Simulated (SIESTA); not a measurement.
Sb under changes of volume

One of the cells (26.962 Å³/atom); the others are scaled copies at fixed shape and fractional positions:

```
CELL_PARAMETERS angstrom
-1.57654 1.57654 2.71194
1.57654 -1.57654 2.71194
1.57654 1.57654 -2.71194
ATOMIC_POSITIONS crystal
Sb 0.00000 0.00000 0.00000
```

This isn't the form of Sb at room conditions, which is rhombohedral.

* Program: SIESTA 5.4.2
* Functional: PBEsol
* Potentials or basis: PseudoDojo 0.4 standard (PBEsol files)
* Basis: DZP (energy shift 0.003 Ry; two zetas on semicore shells)
* Grid cutoff: 500 Ry
* Energy shift: 0.003 Ry
* k mesh: 12 × 12 × 12
* Occupations: fermi-dirac, width 0.05 eV
* Spin: no spin polarisation

```tsv
volume (Å³/atom)	energy over the lowest point (meV/atom)	pressure (GPa)
25.344	32.13	5.6
25.883	?	?
26.423	4.79	2.2
26.962	0.00	0.7
27.501	1.73	-0.6
28.040	5.93	-1.8
28.580	14.03	-2.9
```

What does the run at 25.883 Å³/atom give?

Energy over the lowest point 14.79 meV/atom; pressure 3.8 GPa.

Worked out: A Birch-Murnaghan fit of order 3 (a polynomial in V^(-2/3)) to the other rows has its minimum at 27.13 Å³/atom with B0 = V·E''(V) = 69 GPa (rough, since the energies scatter) at fixed shape and positions, which overstates the stiffness. It gives 14.71 meV/atom at 25.883 Å³/atom, against the run's 14.79, and -dE/dV = 4.0 GPa, against 3.8.

Energies are extrapolated to zero smearing.

Caveats: the basis of atomic orbitals isn't converged, which shifts pressures, moduli and gaps.
